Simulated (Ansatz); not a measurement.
Write the native input for Ansatz 0.2.0 that does the following.

```yaml
Task: band structure
Functional: HSE06
Potentials_or_basis: Ansatz PAW
Cutoff: "420 eV (not typed: the program's choice for these potentials)"
k_mesh: 6 × 6 × 8
Occupations: fermi-dirac, width 0.05 eV
Spin: no spin polarisation
Path: "[[\"G\", \"X\", \"M\", \"G\", \"Z\", \"R\", \"A\", \"Z\"], [\"X\", \"R\"], [\"M\", \"A\"]]"
Points_for_each_segment_of_the_path: 4
```

B:

```
B
1.0
     2.34611    0.00000    0.00000
     0.00000    2.34611    0.00000
     0.00000    0.00000    1.58579
B
1
Direct
  0.50000 0.50000 0.50000
```

The cell was built by a generator and needn't be a form met in nature.

These files were run (other wordings do the same):

input

```
crystal:
  lattice:
    - [2.34611, 0.0, 0.0]
    - [0.0, 2.34611, 0.0]
    - [0.0, 0.0, 1.58579]
  atoms:
    - { symbol: B, position: [0.5, 0.5, 0.5] }
hamiltonian:
  xc: hse06
  pseudopotentials: { kind: paw }
kpoints:
  mp_grid: { grid: [6, 6, 8] }
  band_path:
    path:
      - [[0.0, 0.0, 0.0], [0.0, 0.5, 0.0], [0.5, 0.5, 0.0], [0.0, 0.0, 0.0], [0.0, 0.0, 0.5], [0.0, 0.5, 0.5], [0.5, 0.5, 0.5], [0.0, 0.0, 0.5]]
      - [[0.0, 0.5, 0.0], [0.0, 0.5, 0.5]]
      - [[0.5, 0.5, 0.0], [0.5, 0.5, 0.5]]
    npoints: 4
scf:
  occupations: { method: fermi_dirac, width: 0.05 }
  n_extra_bands: 6
output:
  forces: true
  stress: true
  eigenvalues: true
  fatbands: false
```

It gave:

* Pressure: -1.1 GPa
* Band gap on the k mesh: none (metal or under the smearing width)

Caveat: the k mesh is coarse (spacing up to 0.50 Å⁻¹), so the values aren't converged, least of all with exact exchange; the PAW data sets come from PBE, with cores solved anew for the run's functional, which leaves a small shift of forces and pressure; the thresholds are loose for stress.

It took 40 s on 1 × NVIDIA H100 80GB HBM3 with 2 threads of AMD EPYC 7R13 Processor (Zen 3), on a shared host, peak memory 1.3 GiB.
